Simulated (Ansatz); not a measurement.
# MoS2: a single-point run

Aim: a sound single-point run of MoS2. The structure is shown as the input types it. The cell is built on a prototype (CdCl2 type) and needn't be the phase found in nature.

Computed with Ansatz 0.2.0 (density functional or hybrid calculation with the settings of its input, plane waves (as first typed), unless a step's input says otherwise).

7 further runs of the same task are left out: 1 for a known fault of the program, 6 that didn't finish.

### Step 1. Starting point

Symmetry: R-3m, No. 166, trigonal system. The conventional cell has a = 3.193 Å, b = 3.193 Å, c = 18.232 Å, α = 90.00°, β = 90.00°, γ = 120.00°. Mo (site symmetry -3m) is surrounded by 6 S at 2.42 Å. S (site symmetry 3m) has 3 Mo at 2.42 Å as nearest neighbours.

Coordinates:

```
CELL_PARAMETERS angstrom
1.59653 0.92176 6.07723
-1.59653 0.92176 6.07723
0.00000 -1.84351 6.07723
ATOMIC_POSITIONS crystal
Mo 0.00000 0.00000 0.00000
S 0.24743 0.24743 0.24743
S 0.75257 0.75257 0.75257
```

### Step 2. The run

File input.yaml:

```yaml
crystal:
  lattice:
    - [1.5965300421, 0.9217570496, 6.0772315024]
    - [-1.5965300421, 0.9217570496, 6.0772315024]
    - [0.0, -1.8435140992, 6.0772315024]
  atoms:
    - { symbol: Mo, position: [0.0, 0.0, 0.0] }
    - { symbol: S, position: [0.2474267352, 0.2474267352, 0.2474267352] }
    - { symbol: S, position: [0.7525732648, 0.7525732648, 0.7525732648] }
kpoints:
  mp_grid: { grid: [6, 6, 6] }
hamiltonian:
  xc: pbe
scf:
  occupations: { method: fermi_dirac, width: 0.02 }
  n_extra_bands: 4
  convergence: { dr2_threshold: 1.0 }
  max_iter: 59
output:
  forces: true
  stress: true
  eigenvalues: true
```

Run with:

```
> ansatz run input.yaml --threads 4 --pin off --max-ram 3686MiB --backend cpu --events-out ev --progress --plain --runs-dir out
```

What happens when this is run?

The program finished normally, with warnings (force scf threshold loose, stress scf threshold loose). Its log warns: «scf.convergence.dr2_threshold = 1e0 eV is looser than this run's default, which is 1e-7 eV or tighter. The error in the forces grows as the threshold's square root ...»

The threshold asked is loose, but the program put off the close and ended at dr2 = 1.2e-8, so little accuracy was lost here.

Run again and compare: delete scf.convergence.dr2_threshold (the default then holds).
